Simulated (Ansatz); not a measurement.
## Relativistic treatment of HgSe

```xyz
2
Lattice="0.0000 3.1308 3.1308 3.1308 0.0000 3.1308 3.1308 3.1308 0.0000" Properties=species:S:1:pos:R:3 pbc="T T T"
Hg    0.0000    0.0000    0.0000
Se    1.5654    1.5654    1.5654
```

Atoms are numbered in the order listed.

The structure comes from a relaxation in the same program, started in the zincblende type, and has space group F-43m. Whether it is a known phase or the ground state wasn't checked.

One fixed cell is solved with PBE by LAPW (all electrons) in Ansatz 0.2.0 under different relativistic treatments. Pressure is positive in compression.

The runs use a Γ-centred 11×11×11 k mesh, Fermi–Dirac smearing of 0.03 eV, basis error target 1 meV/atom, no spin polarisation.

| setting | P (GPa) | gap over the k mesh and a high-symmetry path (eV) | lowest level at Γ above −25 eV, from the valence-band top or, without a gap, the Fermi level (eV) |
| --- | --- | --- | --- |
| scalar-relativistic | -0.03 | none | -12.92 |
| non-relativistic | 4.47 | 0.87 | -11.90 |
| with spin–orbit coupling | -0.52 | none | -13.01 |
